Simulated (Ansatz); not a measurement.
# Pb: the cost of one run

Method: DFT PBE, scalar-relativistic, plane waves, PAW, in Ansatz 0.2.0.

This is Pb in the hcp structure; at room conditions it is fcc.

### Step 1. The structure to begin with

It takes space group P6_3/mmc (No. 194, hexagonal). The conventional cell has a = 3.480 Å, b = 3.480 Å, c = 5.590 Å, α = 90.00°, β = 90.00°, γ = 120.00°. Around Pb (site symmetry -6m2) lie 12 Pb at 3.44 to 3.48 Å.

As a file:

```xyz
2
Lattice="3.4800 0.0000 0.0000 -1.7400 3.0138 0.0000 0.0000 0.0000 5.5900" Properties=species:S:1:pos:R:3 pbc="T T T"
Pb    0.0000    2.0092    1.3975
Pb    1.7400    1.0046    4.1925
```

### Step 2. First run, at the start cell

Input file input.yaml:

```yaml
crystal:
  lattice:
    - [3.48, 0.0, 0.0]
    - [-1.74, 3.0137684052, 0.0]
    - [0.0, 0.0, 5.59]
  atoms:
    - { symbol: Pb, position: [0.3333333333, 0.6666666667, 0.25] }
    - { symbol: Pb, position: [0.6666666667, 0.3333333333, 0.75] }
basis:
  ecutwfc: 420
  ecutrho_ratio: 4
kpoints:
  mp_grid: { grid: [14, 14, 8] }
hamiltonian:
  xc: pbe
scf:
  occupations: { method: gaussian, width: 0.05 }
output:
  forces: true
  stress: true
  eigenvalues: true
relax:
  f_tol: 0.01
  max_steps: 60
  cell: { stress_tol: 0.04 }
```

On the command line:

```
ansatz run input.yaml --threads 1 --pin off --max-ram 2560MiB --backend cpu --events-out ev --progress --plain --runs-dir out
```

What time and memory should one allow on 1 thread of AMD EPYC 9R45 (Zen 5), shared host?

About 14 s, with a peak of 0.43 GiB.
